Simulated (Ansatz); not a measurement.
# Ba (Im-3m)

Level of theory: DFT r2SCAN, scalar-relativistic, plane waves, PAW in Ansatz 0.2.0.

Plane waves to 500 eV, a k mesh through Γ of 12×12×12 on the computed 1-atom cell and Gaussian smearing (0.10 eV); no spin polarisation.

The structure is relaxed at this level of theory with its symmetry kept.

```cif
data_structure
_symmetry_space_group_name_H-M 'Im-3m'
_symmetry_Int_Tables_number 229
_cell_length_a 5.0680
_cell_length_b 5.0680
_cell_length_c 5.0680
_cell_angle_alpha 90.000
_cell_angle_beta 90.000
_cell_angle_gamma 90.000
_cell_volume 130.17
loop_
_atom_site_label
_atom_site_type_symbol
_atom_site_symmetry_multiplicity
_atom_site_Wyckoff_symbol
_atom_site_fract_x
_atom_site_fract_y
_atom_site_fract_z
_atom_site_occupancy
Ba1 Ba 2 a 0.00000 0.00000 0.00000 1
```

| Property | Result |
| --- | --- |
| Space group | Im-3m (No. 229) |
| Volume per atom | 65.08 Å³ |
| Formation energy from the elements' standard states (uncorrected) | -0.001 eV/atom |
| Generalised Kohn–Sham band gap | none (metal) |
| Density of states at the Fermi level | 1.11 states/eV per cell |
| Bulk modulus | 7.9 GPa |
| Its pressure derivative | 1.8 |
| Bader charges (e) | Ba (1 in the cell) 0.00 |

Spin-orbit coupling is left out, which matters for the bands of heavy elements.

Cost: 6 runs of about 0.91 core-minutes in all, on Intel Xeon 6975P-C (Granite Rapids) (shared hosts).